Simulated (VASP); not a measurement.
A run of VASP 6.6.1 is set up as follows.

Contents of INCAR:

```
AGGAC = 0.0
ALGO = Normal
EDIFF = 1E-6
ENCUT = 520
GGA = MK
ISIF = 2
ISMEAR = -1
LASPH = True
LCHARG = True
LELF = True
LREAL = False
LUSE_VDW = True
LVHAR = True
LWAVE = False
NBANDS = 16
NELM = 80
PARAM1 = 0.1234
PARAM2 = 0.711357
PREC = Accurate
SIGMA = 0.05
ZAB_VDW = -1.8867
```

KPOINTS

```
k-points
0
Gamma
  16 16 4
```

File POSCAR:

```
C
1.0
    2.4610000000      0.0000000000      0.0000000000
   -1.2305000000      2.1312885187      0.0000000000
    0.0000000000      0.0000000000      6.7080000000
C
4
Direct
    0.0000000000      0.0000000000      0.2500000000
    0.3333333333      0.6666666667      0.2500000000
    0.5000000000      0.0000000000      0.7500000000
    0.8333333333      0.6666666667      0.7500000000
```

Potentials or basis: VASP PAW PBE potentials, release 64 (C).

Command:

```console
$ cat potpaw_PBE.64/C/POTCAR > POTCAR
$ mpirun -np 1 vasp_std > vasp.out
```

Problem. Estimate the largest force.

Solution. 0.011 eV/Å.

Problem. What does it give for the pressure?

Solution. 1.5 GPa.

Forces on the atoms (eV/Å):
```
C    0.000  0.011  0.000
C    0.000 -0.011  0.000
C    0.000  0.011  0.000
C    0.000 -0.011  0.000
```

Caveat: the PAW data sets were made with another functional, which shifts forces and pressure a little.
